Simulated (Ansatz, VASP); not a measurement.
## Sc in VASP and in Ansatz

```
CELL_PARAMETERS angstrom
-1.91721 1.91721 1.71760
1.91721 -1.91721 1.71760
1.91721 1.91721 -1.71760
ATOMIC_POSITIONS crystal
Sc 0.00000 0.00000 0.00000
```

This isn't the form of Sc at room conditions, which is hcp.

Alike in both runs: task single point; functional PBE; k mesh 8 × 8 × 8; occupations gaussian, width 0.1 eV; no spin polarisation.

```csv
,VASP,Ansatz
version,VASP 6.6.1,Ansatz 0.2.0
potentials or method,"VASP PAW PBE potentials, release 64 (Sc_sv)","scalar-relativistic, plane waves, PAW"
plane-wave cutoff (eV),520,420
valence electrons in the cell,11,11
```

|  | VASP | Ansatz | Ansatz less VASP |
| --- | --- | --- | --- |
| gap on the k mesh at the Fermi level (eV) | none | none | - |
| pressure (GPa) | -0.9 | -0.9 | -0.01 |
| largest component of the traceless stress (GPa) | 0.75 | 0.75 | +0.003 |

A gap of «none» marks a metal or a gap that the smearing closes.
